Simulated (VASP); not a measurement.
# Mo (Pm-3m) in VASP: notebook

One crystal, Mo, is run at these levels: revPBE; tasks: single point.

Program: VASP 6.6.1. These are calculated values, not measurements. Logs are shortened: lines on timing, memory, paths and dates and some standing lists are left out, and cuts for length are marked.

## 1. The crystal as given

The structure is cubic, space group Pm-3m (No. 221). The conventional cell has a = 2.614 Å, b = 2.614 Å, c = 2.614 Å, α = 90.00°, β = 90.00°, γ = 90.00°. Mo (site symmetry m-3m) has 6 Mo at 2.61 Å as nearest neighbours.

This isn't the form of Mo at room conditions, which is bcc.

## 2. Single point, revPBE

INCAR reads:

```
PREC     = Accurate       # precision mode
ENCUT    = 520            # plane-wave cutoff, eV
EDIFF    = 1E-6           # SCF threshold, eV
ISMEAR   = -1             # smearing method
SIGMA    = 0.1            # smearing width, eV
LREAL    = F              # projectors in reciprocal space
LASPH    = T              # aspherical terms in the spheres
NELM     = 80             # most SCF steps
ALGO     = Normal         # electronic algorithm
ISIF     = 2              # what is computed and relaxed
LWAVE    = F              # write WAVECAR
LCHARG   = T              # write CHGCAR
GGA      = RE             # functional
LELF     = T              # ELF
LVHAR    = T            
NBANDS   = 13             # bands
```

KPOINTS reads:

```
Automatic mesh
0
Gamma
  20 20 20
```

POSCAR reads:

```
Mo
1.0
    2.6137321685      0.0000000000      0.0000000000
    0.0000000000      2.6137321685      0.0000000000
    0.0000000000      0.0000000000      2.6137321685
Mo
1
Direct
    0.0000000000      0.0000000000      0.0000000000
```

Potentials or basis: VASP PAW PBE potentials, release 64 (Mo_sv).

Command:

```sh
$ cat potpaw_PBE.64/Mo_sv/POTCAR > POTCAR
$ mpirun -np 1 vasp_std > vasp.out
```

OUTCAR:

```text
PREC = Accurate
   ENCUT = 520
   EDIFF = 1E-6
   ISMEAR = -1
   LREAL = F
   LASPH = T
   NELM = 80
   ISIF = 2
   GGA = RE

 ion  position               nearest neighbor table
   1  0.000  0.000  0.000-

  LATTYP: Found a simple cubic cell.
 ALAT       =     2.6137321685

  Lattice vectors:

 A1 = (   2.6137321685,   0.0000000000,   0.0000000000)
 A2 = (   0.0000000000,   2.6137321685,   0.0000000000)
 A3 = (   0.0000000000,   0.0000000000,   2.6137321685)

Analysis of symmetry for initial positions (statically):
=====================================================================
 Subroutine PRICEL returns:
 Original cell was already a primitive cell.

 Routine SETGRP: Setting up the symmetry group for a
 simple cubic supercell.

 Subroutine GETGRP returns: Found 48 space group operations
 (whereof 48 operations were pure point group operations)
 out of a pool of 48 trial point group operations.

The static configuration has the point symmetry O_h .

Analysis of symmetry for dynamics (positions and initial velocities):
=====================================================================
 Subroutine PRICEL returns:
 Original cell was already a primitive cell.

 Routine SETGRP: Setting up the symmetry group for a
 simple cubic supercell.

 Subroutine GETGRP returns: Found 48 space group operations
 (whereof 48 operations were pure point group operations)
 out of a pool of 48 trial point group operations.

The dynamic configuration has the point symmetry O_h .

 Subroutine INISYM returns: Found 48 space group operations
 (whereof 48 operations are pure point group operations),
 and found     1 'primitive' translations

----------------------------------------------------------------------------------------

                                     Primitive cell

  volume of cell :      17.8560

  direct lattice vectors                    reciprocal lattice vectors
     2.613732168  0.000000000  0.000000000     0.382594671  0.000000000  0.000000000
     0.000000000  2.613732168  0.000000000     0.000000000  0.382594671  0.000000000
     0.000000000  0.000000000  2.613732168     0.000000000  0.000000000  0.382594671

  length of vectors
     2.613732168  2.613732168  2.613732168     0.382594671  0.382594671  0.382594671

  position of ions in fractional coordinates (direct lattice)
     0.000000000  0.000000000  0.000000000

  ion indices of the primitive-cell ions
   primitive index   ion index
                 1           1

----------------------------------------------------------------------------------------

 KPOINTS: Automatic mesh

Automatic generation of k-mesh.
 Grid dimensions read from file:
 generate k-points for:   20   20   20

 Generating k-lattice:

  Cartesian coordinates                     Fractional coordinates (reciprocal lattice)
     0.019129734  0.000000000  0.000000000     0.050000000  0.000000000  0.000000000
     0.000000000  0.019129734  0.000000000     0.000000000  0.050000000  0.000000000
     0.000000000  0.000000000  0.019129734     0.000000000  0.000000000  0.050000000

  Length of vectors
     0.019129734  0.019129734  0.019129734

  Shift w.r.t. Gamma in fractional coordinates (k-lattice)
     0.000000000  0.000000000  0.000000000

 Subroutine IBZKPT returns following result:
 ===========================================

 Found    286 irreducible k-points:

 Following reciprocal coordinates:
            Coordinates               Weight
  0.000000  0.000000  0.000000      1.000000
  0.050000  0.000000  0.000000      6.000000
  0.100000  0.000000  0.000000      6.000000
  0.150000  0.000000  0.000000      6.000000
  0.200000  0.000000  0.000000      6.000000
  0.250000  0.000000  0.000000      6.000000
[... 16 lines left out ...]
  0.150000  0.100000  0.000000     24.000000
  0.200000  0.100000  0.000000     24.000000
 [... further k-points ...]
   k-points           NKPTS =    286   k-points in BZ     NKDIM =    286   number of bands    NBANDS=     13
   number of dos      NEDOS =    301   number of ions     NIONS =      1
   total plane-waves  NPLWV =   8000
   dimension x,y,z NGX =    20 NGY =   20 NGZ =   20
   dimension x,y,z NGXF=    40 NGYF=   40 NGZF=   40
   ions per type =               1
   NGX,Y,Z   is equivalent  to a cutoff of  12.72, 12.72, 12.72 a.u.
   NGXF,Y,Z  is equivalent  to a cutoff of  25.44, 25.44, 25.44 a.u.
 SYSTEM =  unknown system
   PREC   = accura    normal or accurate (medium, high low for compatibility)
   ISTART =      0    job   : 0-new  1-cont  2-samecut
   ICHARG =      2    charge: 1-file 2-atom 10-const
   ISPIN  =      1    spin polarized calculation?
   LNONCOLLINEAR =      F non collinear calculations
   LSORBIT =      F    spin-orbit coupling
   LASPH  =      T    aspherical Exc in radial PAW
   ENCUT  =  520.0 eV  38.22 Ry    6.18 a.u.   4.86  4.86  4.86*2*pi/ulx,y,z
   NELM   =     80;   NELMIN=  2; NELMDL= -5     # of ELM steps
   EDIFF  = 0.1E-05   stopping-criterion for ELM
   LREAL  =      F    real-space projection
   EDIFFG = 0.1E-04   stopping-criterion for IOM
   NSW    =      0    number of steps for IOM
   IBRION =     -1    ionic relax: 0-MD 1-quasi-New 2-CG
   NFREE  =      0    steps in history (QN), initial steepest desc. (CG)
   ISIF   =      2    stress and relaxation
   ISYM   =      2    0-nonsym 1-usesym 2-fastsym
   POTIM  = 0.5000    time-step for ionic-motion
   TEBEG  =    0.0;   TEEND  =   0.0 temperature during run
   PSTRESS=    0.0 pullay stress
   NELECT =      14.0000    total number of electrons
   NUPDOWN=      -1.0000    fix difference up-down
   EMIN   =  10.00;   EMAX   =-10.00  energy-range for DOS
   EFERMI =   0.00;   METHOD = LEGACY
   ISMEAR =    -1;   SIGMA  =   0.10  broadening in eV -4-tet -1-fermi 0-gaus
   EFERMI_NEDOS =   21; number of points for ismear=-14 and -15
   IALGO  =     38    algorithm
   IMIX   =      4    mixing-type and parameters
     AMIX     =   0.40;   BMIX     =  1.00
     AMIX_MAG =   1.60;   BMIX_MAG =  1.00
  volume/ion in A,a.u.               =      17.86       120.50
  Fermi-wavevector in a.u.,A,eV,Ry     =   1.509581  2.852694 31.005430  2.278835
  Thomas-Fermi vector in A             =   2.619884
   LORBIT       =      0    0 simple, 1 ext, 2 COOP (PROOUT), +10 PAW based schemes
   GGA     = RE    functional components
   LHFCALC =     F    Hartree Fock is set to
   AEXX    =    0.0000 exact exchange contribution
   IVDW    =     0    specifies the selected vdW correction
   LEPSILON=     F    determine dielectric tensor
   LRPA    =     F    only Hartree local field effects (RPA)
 non-spin polarized calculation
  energy-cutoff  :      520.00
  volume of cell :       17.86
 maximum number of plane-waves:       500
 NGX is ok and might be reduce to    20
   NGX =  9   NGY =  9   NGZ =  9

 number of electron      13.9999998 magnetization

 Free energy of the ion-electron system (eV)
  ---------------------------------------------------
  ext. energy  EPLUGINS =         0.00000000
  ---------------------------------------------------
  free energy    TOTEN  =        -9.36064064 eV

  energy without entropy =       -9.32439354  energy(sigma->0) =       -9.34251709

 E-fermi :  10.4824     XC(G=0): -12.4599

 val. band max:       10.4769801454   @ k =   0.4500   0.1500   0.1000
 cond. band min:      10.4824831626   @ k =   0.5000   0.2500   0.1000
 fundamental gap:      0.0055030172
 Fermi energy:        10.4824468997

 k-point     1 :       0.0000    0.0000    0.0000
  band No.  band energies     occupation
      1     -50.5898      2.00000
      2     -23.9002      2.00000
      3     -23.9002      2.00000
      4     -23.9002      2.00000
      5       4.1083      2.00000
      6       6.4379      2.00000
      7       6.4379      2.00000
      8      14.2613      0.00000
      9      14.2613      0.00000
     10      14.2613      0.00000
     11      25.8874      0.00000
     12      25.8874      0.00000
     13      25.8874      0.00000

 k-point     2 :       0.0500    0.0000    0.0000
  band No.  band energies     occupation
      1     -50.5854      2.00000
      2     -23.9373      2.00000
      3     -23.8971      2.00000
      4     -23.8971      2.00000
      5       4.1845      2.00000
      6       6.4569      2.00000
      7       6.5211      2.00000
      8      14.1565      0.00000
      9      14.1565      0.00000
     10      14.2687      0.00000
     11      25.4698      0.00000
     12      26.0416      0.00000
     13      26.0416      0.00000

 k-point     3 :       0.1000    0.0000    0.0000
  band No.  band energies     occupation
      1     -50.5724      2.00000
      2     -24.0440      2.00000
      3     -23.8880      2.00000
      4     -23.8880      2.00000
      5       4.4006      2.00000
      6       6.5127      2.00000
      7       6.7732      2.00000
      8      13.8659      0.00000
      9      13.8659      0.00000
     10      14.2904      0.00000
     11      24.4756      0.00000
     12      26.4770      0.00000
     13      26.4770      0.00000

 k-point     4 :       0.1500    0.0000    0.0000
  band No.  band energies     occupation
      1     -50.5521      2.00000
      2     -24.2076      2.00000
      3     -23.8738      2.00000
      4     -23.8738      2.00000
      5       4.7233      2.00000
      6       6.6012      2.00000
      7       7.1961      2.00000
      8      13.4473      0.00000
      9      13.4473      0.00000
     10      14.3245      0.00000
     11      23.2801      0.00000
     12      27.1263      0.00000
     13      27.1263      0.00000

 k-point     5 :       0.2000    0.0000    0.0000
  band No.  band energies     occupation
      1     -50.5264      2.00000
      2     -24.4098      2.00000
      3     -23.8559      2.00000
      4     -23.8559      2.00000
      5       5.1127      2.00000
      6       6.7157      2.00000
      7       7.7761      2.00000
      8      12.9667      0.00000
      9      12.9667      0.00000
     10      14.3677      0.00000
     11      22.0981      0.00000
     12      27.9100      0.00000
     13      27.9100      0.00000
[... 257 lines left out ...]
 k-point    22 :       0.1000    0.1000    0.0000
  band No.  band energies     occupation
      1     -50.5550      2.00000
      2     -24.0378      2.00000
      3     -24.0241      2.00000
      4     -23.8759      2.00000
      5       4.6937      2.00000
      6       6.7217      2.00000
      7       6.9668      2.00000
      8      13.4497      0.00000
      9      13.8249      0.00000
     10      13.9783      0.00000
     11      24.9056      0.00000
     12      25.1020      0.00000
     13      27.0728      0.00000

 k-point    23 :       0.1500    0.1000    0.0000
  band No.  band energies     occupation
      1     -50.5348      2.00000
      2     -24.1943      2.00000
      3     -24.0154      2.00000
      4     -23.8617      2.00000
      5       5.0134      2.00000
      6       6.8514      2.00000
      7       7.3408      2.00000
      8      13.0188      0.00000
      9      13.4675      0.00000
     10      13.9637      0.00000
     11      23.7848      0.00000
     12      25.5518      0.00000
     13      27.7308      0.00000

 k-point    24 :       0.2000    0.1000    0.0000
  band No.  band energies     occupation
      1     -50.5091      2.00000
      2     -24.3953      2.00000
      3     -23.9966      2.00000
      4     -23.8439      2.00000
      5       5.3941      2.00000
      6       6.9794      2.00000
      7       7.8932      2.00000
      8      12.5451      0.00000
      9      13.0006      0.00000
     10      14.0069      0.00000
     11      22.5821      0.00000
     12      26.1524      0.00000
     13      28.5270      0.00000

 [... further k-points ...]

------------------------ aborting loop because EDIFF is reached ----------------------------------------

  FORCE on cell =-STRESS in cart. coord.  units (eV):
  Direction    XX          YY          ZZ          XY          YZ          ZX
  --------------------------------------------------------------------------------------
  -------------------------------------------------------------------------------------
  Total        0.0166348      0.0166348      0.0166348      0.0000000     -0.0000000      0.0000000
  in kB        1.4926033      1.4926033      1.4926033      0.0000000     -0.0000000      0.0000000
  external PRESSURE =       1.4926033 kB  Pullay stress =       0.0000000 kB

 VOLUME and BASIS-vectors are now :
 -----------------------------------------------------------------------------
  energy-cutoff  :      520.00
  volume of cell :       17.86
      direct lattice vectors                 reciprocal lattice vectors
     2.613732168  0.000000000  0.000000000     0.382594671  0.000000000  0.000000000
     0.000000000  2.613732168  0.000000000     0.000000000  0.382594671  0.000000000
     0.000000000  0.000000000  2.613732168     0.000000000  0.000000000  0.382594671

 POSITION                                       TOTAL-FORCE (eV/Angst)
 -----------------------------------------------------------------------------------
      0.00000      0.00000      0.00000         0.000000      0.000000      0.000000
 -----------------------------------------------------------------------------------
    total drift:                                0.000000      0.000000      0.000000

  FREE ENERGIE OF THE ION-ELECTRON SYSTEM (eV)
  ---------------------------------------------------
  free  energy   TOTEN  =        -9.3606406438 eV

  energy  without entropy=       -9.3243935361  energy(sigma->0) =       -9.34251709
```

Wall time 43 s (1 thread of Intel Xeon Platinum 8375C at 2.90GHz (Ice Lake), shared host); peak memory 0.17 GiB.

What came out:

* Free energy: -9.3606 eV
* Pressure: 0.1 GPa
* Band gap on the k mesh: none (metal or under the smearing width)

Caveat: the PAW data sets were made with another functional, which shifts forces and pressure a little.

## 3. Single point, revPBE

This run uses another cell than the first one, of 20.00 Å³/atom, 1.120 times its volume.

INCAR reads:

```
SYSTEM = Mo
  PREC = Accurate
  ENCUT = 520
  EDIFF = 1E-6
  ISMEAR = -1
  SIGMA = 0.1
  LREAL = .False.
  LASPH = .True.
  NELM = 60
  ALGO = Fast
  ISIF = 2
  LWAVE = .False.
  LCHARG = .False.
  GGA = RE
  NBANDS = 13
```

KPOINTS reads:

```
regular mesh
0
Gamma
  14 14 14
  0 0 0
```

POSCAR reads:

```
Mo
1.0
    2.7143577737      0.0000000000      0.0000000000
    0.0000000000      2.7143577737      0.0000000000
    0.0000000000      0.0000000000      2.7143577737
Mo
1
Direct
    0.0000000000      0.0000000000      0.0000000000
```

Potentials or basis: VASP PAW PBE potentials, release 64 (Mo_sv).

Command:

```sh
$ cat potpaw_PBE.64/Mo_sv/POTCAR > POTCAR
$ mpirun -np 1 vasp_std > vasp.out
```

It took 26 s on 1 thread of Intel Xeon Platinum 8375C at 2.90GHz (Ice Lake), shared host; peak memory 0.14 GiB.

The run converged. Its results:

| Property | Result |
| --- | --- |
| Free energy | -9.2351 eV |
| Pressure | -16.5 GPa |
| Band gap on the k mesh | none (metal or under the smearing width) |

Levels at points of the mesh, in eV from the Fermi level:
```
           k point  band 4  band 5  band 6  band 7  band 8  band 9  band 10  band 11
(0.00, 0.00, 0.00)  -34.61   -6.01   -3.53   -3.53    3.19    3.19     3.19    14.44
(0.50, 0.00, 0.00)  -34.52   -3.22   -2.79    0.04    0.59    0.59     3.44     7.70
(0.50, 0.50, 0.00)  -34.43   -4.39   -2.03    1.11    1.11    5.00     5.11     5.11
(0.50, 0.50, 0.50)  -35.35   -3.06   -3.06   -3.06    5.18    5.18     7.92    11.14
```

Caveat: so large a pressure means that the cell lies far from this level's equilibrium, or that cutoff or potentials fall short; the potentials were made for another functional, which shifts forces and pressure.

## 4. Single point, revPBE

This run uses another cell than the first one, of 16.43 Å³/atom, 0.920 times its volume.

INCAR reads:

```
ALGO = Normal
EDIFF = 1E-6
ENCUT = 520
GGA = RE
ISIF = 2
ISMEAR = -1
LASPH = T
LCHARG = F
LREAL = F
LWAVE = F
NBANDS = 13
NELM = 100
PREC = Accurate
SIGMA = 0.1
```

KPOINTS reads:

```
k-points
0
Gamma
  14 14 14
```

POSCAR reads:

```
Mo
1.0
    2.5420867018      0.0000000000      0.0000000000
    0.0000000000      2.5420867018      0.0000000000
    0.0000000000      0.0000000000      2.5420867018
Mo
1
Direct
    0.0000000000      0.0000000000      0.0000000000
```

Command:

```sh
$ cat potpaw_PBE.64/Mo_sv/POTCAR > POTCAR
$ mpirun -np 1 vasp_std > vasp.out
```

Wall time 29 s (1 thread of Intel Xeon Platinum 8375C at 2.90GHz (Ice Lake), shared host); peak memory 0.14 GiB.

The run converged. Its results:

| Quantity | Value |
| --- | --- |
| Free energy | -9.2889 eV |
| Pressure | 17.5 GPa |
| Band gap on the k mesh | none (metal or under the smearing width) |

Levels at points of the mesh, in eV from the Fermi level:
| k point | band 3 | band 4 | band 5 | band 6 | band 7 | band 8 | band 9 | band 10 | band 11 | band 12 |
| --- | --- | --- | --- | --- | --- | --- | --- | --- | --- | --- |
| (0.00, 0.00, 0.00) | -34.28 | -34.28 | -6.70 | -4.56 | -4.56 | 4.18 | 4.18 | 4.18 | 16.07 | 16.07 |
| (0.50, 0.00, 0.00) | -34.11 | -34.11 | -3.61 | -3.59 | 0.13 | 0.63 | 0.63 | 4.55 | 9.93 | 14.37 |
| (0.50, 0.50, 0.00) | -35.81 | -33.95 | -5.85 | -2.39 | 1.36 | 1.36 | 6.16 | 6.16 | 6.62 | 14.78 |
| (0.50, 0.50, 0.50) | -35.57 | -35.57 | -4.13 | -4.13 | -4.13 | 6.87 | 6.87 | 7.54 | 13.77 | 13.77 |

Caveat: so large a pressure means that the cell lies far from this level's equilibrium, or that cutoff or potentials fall short; the potentials were made for another functional, which shifts forces and pressure.

## 5. The runs side by side

| cell | k mesh | gap on the mesh (eV) | pressure (GPa) |
| --- | --- | --- | --- |
| Pm-3m, 17.86 Å³/atom | 20 × 20 × 20 | none | 0.1 |
| Pm-3m, 20.0 Å³/atom | 14 × 14 × 14 | none | -16.5 |
| Pm-3m, 16.43 Å³/atom | 14 × 14 × 14 | none | 17.5 |

Alike in all rows: task single point; level revPBE; potentials or basis VASP PAW PBE potentials, release 64 (Mo_sv); no spin polarisation; cutoff (eV) 520; smearing fermi-dirac 0.1 eV.

Every run on the cell as given and a fine mesh finds a metal.

Caveats: so large a pressure means that the cell lies far from this level's equilibrium, or that cutoff or potentials fall short (some runs); the potentials were made for another functional, which shifts forces and pressure (some runs); the PAW data sets were made with another functional, which shifts forces and pressure a little (some runs).

Total energies depend on the potentials used, so only differences within one code and one set of settings carry meaning.
